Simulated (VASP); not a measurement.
Input:

```
SrF2
1.0
    0.00000     2.84739     2.84739
    2.84739     0.00000     2.84739
    2.84739     2.84739     0.00000
Sr F
1 2
Cartesian
  0.00000   0.00000   0.00000
  4.27108   4.27108   4.27108
  1.42369   1.42369   1.42369
```

The numbers are results of PBE GGA, VASP's PBE PAW potentials (set 64) (plane waves; VASP), not measurements. Numerical set-up: 400 eV cut-off, 8×8×8 Γ-centred mesh, Gaussian smearing of 0.010 eV, potentials Sr_sv F.

Q: Give the electronic dielectric tensor ε∞ (DFPT, local fields included).

A: 
```
2.27  0.00  0.00
0.00  2.27  0.00
0.00  0.00  2.27
```

Q: Give the Born effective charges.

A: 
| atom | Z*xx | Z*yy | Z*zz | mean |
|---|---|---|---|---|
| Sr1 | 2.42 | 2.42 | 2.42 | 2.42 |
| F2 | -1.21 | -1.21 | -1.21 | -1.21 |
| F3 | -1.21 | -1.21 | -1.21 | -1.21 |

Q: And the static tensor with the ions free?

A: 
```
6.12  0.00  0.00
0.00  6.12  0.00
0.00  0.00  6.12
```

Q: Which frequencies do the optical Γ-point modes have (no LO-TO splitting)?

A: 248 (×3), 317 (×3) cm⁻¹.

The structure comes from a computed database's SrF2 entry; how it stands against other phases isn't given here. The cell was not relaxed at this level. The run is one of a series of settings (EDIFF = 1E-8, IBRION = 8, LEPSILON = .TRUE., NSW = 1 against the base run), some of them coarse on purpose.
